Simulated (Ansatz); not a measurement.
Input of an Ansatz 0.2.0 run:

Contents of input.yaml:

```yaml
crystal:
  lattice:
    - [0.0, 2.269, 2.269]
    - [2.269, 0.0, 2.269]
    - [2.269, 2.269, 0.0]
  atoms:
    - { symbol: P, position: [0.75, 0.75, 0.75] }
    - { symbol: B, position: [0.0, 0.0, 0.0] }
hamiltonian:
  xc: rpbe
  pseudopotentials: { kind: paw }
kpoints:
  mp_grid: { grid: [10, 10, 10] }
scf:
  occupations: { method: fermi_dirac, width: 0.05 }
output:
  forces: true
  stress: true
relax:
  f_tol: 0.01
  max_steps: 40
  cell: { stress_tol: 0.05 }
```

Potentials or basis: Ansatz PAW.

The run is started by

```bash
$ ansatz run input.yaml --threads 2 --pin off --max-ram 5632MiB --backend cpu --events-out ev --progress --plain --runs-dir out
```

Task: Predict the relaxed cell.

Result: a = 3.235 Å, b = 3.235 Å, c = 3.235 Å, α = 60.00°, β = 60.00°, γ = 60.00°.

Task: Estimate the space group after relaxing (to 0.05 Å).

Result: F-43m (No. 216).

Task: Predict the band gap on the k mesh.

Result: 1.30 eV.

Task: What does it give for the relaxed volume?

Result: 11.97 Å³/atom.

Final structure:
```cif
data_structure
_symmetry_space_group_name_H-M 'P 1'
_symmetry_Int_Tables_number 1
_cell_length_a 3.2348
_cell_length_b 3.2348
_cell_length_c 3.2348
_cell_angle_alpha 60.000
_cell_angle_beta 60.000
_cell_angle_gamma 60.000
_cell_volume 23.93
loop_
_atom_site_label
_atom_site_type_symbol
_atom_site_fract_x
_atom_site_fract_y
_atom_site_fract_z
_atom_site_occupancy
P1 P 0.75000 0.75000 0.75000 1
B1 B 0.00000 0.00000 0.00000 1
```

Caveat: the plane-wave basis is chosen anew once the cell has moved, so the energies of steps on either side of that aren't comparable; the PAW data sets come from PBE, with cores solved anew for the run's functional, which leaves a small shift of forces and pressure. Expect the measured gap to be larger: semilocal functionals such as RPBE lack the derivative discontinuity.
